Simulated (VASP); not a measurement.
Si23W (a cell with a defect): single point with PBEsol+U

Crystal: Si23W (a cell with a defect).

```xyz
24
Lattice="0.0000 8.1555 8.1555 5.4370 0.0000 5.4370 5.4370 5.4370 0.0000" Properties=species:S:1:pos:R:3 pbc="T T T"
W     0.0000    0.0000    0.0000
Si    2.7185    2.7185    0.0000
Si    2.7185    0.0000    2.7185
Si    5.4370    2.7185    2.7185
Si    0.0000    2.7185    2.7185
Si    2.7185    5.4370    2.7185
Si    2.7185    2.7185    5.4370
Si    5.4370    5.4370    5.4370
Si    0.0000    5.4370    5.4370
Si    2.7185    8.1555    5.4370
Si    2.7185    5.4370    8.1555
Si    5.4370    8.1555    8.1555
Si    1.3593    1.3592    1.3592
Si    4.0777    4.0777    1.3592
Si    4.0777    1.3592    4.0777
Si    6.7963    4.0777    4.0777
Si    1.3593    4.0777    4.0777
Si    4.0777    6.7962    4.0777
Si    4.0777    4.0777    6.7962
Si    6.7963    6.7962    6.7962
Si    1.3593    6.7963    6.7963
Si    4.0777    9.5148    6.7963
Si    4.0777    6.7963    9.5148
Si    6.7963    9.5148    9.5148
```

| Quantity | Value |
| --- | --- |
| Program | VASP 6.6.1 |
| Task | single point |
| Functional | PBEsol |
| Potentials or basis | VASP PAW PBE potentials, release 64 (W_sv, Si) |
| Cutoff | 350 eV |
| k mesh | 2 × 3 × 3 |
| Occupations | gaussian, width 0.03 eV |
| Spin | collinear spin, ferromagnetic start |
| Starting moments | [2.0, 0.0, 0.0, 0.0, 0.0, 0.0, 0.0, 0.0, 0.0, 0.0, 0.0, 0.0, 0.0, 0.0, 0.0, 0.0, 0.0, 0.0, 0.0, 0.0, 0.0, 0.0, 0.0, 0.0] μB |
| Fixed moment | 2 μB |
| Hubbard terms | W d U = 2 eV |

| Quantity | Value |
| --- | --- |
| Pressure | 1.5 GPa |
| Largest force | 1.317 eV/Å |
| Net moment | 2.00 μB per cell |
| Site moments | W +1.24; Si +0.02, +0.01, -0.00, -0.02, +0.00 μB |
| Valence electrons inside the program's atomic spheres | W 12.23; Si 1.68, 1.69, 1.74, 1.75 |

Forces on the atoms (eV/Å):
```
W   -0.062 -0.039 -0.039
Si  -0.008  0.018 -0.184
Si  -0.008 -0.184  0.018
Si   0.194  0.001  0.001
Si  -0.092  0.082  0.082
Si  -0.059  0.094  0.049
Si  -0.059  0.049  0.094
Si   0.003  0.001  0.001
Si  -0.093 -0.012 -0.012
Si   0.037  0.104 -0.040
Si   0.037 -0.040  0.104
Si   0.009  0.012  0.012
Si   0.685  0.705  0.705
Si  -0.699 -0.650  0.709
Si  -0.699  0.709 -0.650
Si  -0.023  0.011  0.011
Si  -0.013  0.001  0.001
Si   0.053 -0.041 -0.031
Si   0.053 -0.031 -0.041
Si  -0.009 -0.018 -0.018
Si   0.774 -0.754 -0.754
Si   0.001 -0.023  0.012
Si   0.001  0.012 -0.023
Si  -0.020 -0.008 -0.008
```

Stress tensor (GPa, compression positive):
```
1.45 0.05 0.05
0.05 1.53 0.03
0.05 0.03 1.53
```

Eigenvalues of the final occupation matrices:
```csv
site,spin,trace,eigenvalues
site 1 d,1,2.44,0.42 0.43 0.43 0.58 0.58
site 1 d,2,1.21,0.07 0.07 0.35 0.35 0.36
```

Wall time 110 s on 4 MPI ranks on Intel(R) Xeon(R) Platinum 8488C (Sapphire Rapids), with other jobs on the host, peak memory 0.61 GiB a rank.

Caveat: the PAW data sets were made with another functional, which shifts forces and pressure a little; the total moment is fixed, so each spin has its own Fermi level; the U is typed as a test and isn't derived for this compound. The state reached can hang on the start; a lower one may exist.
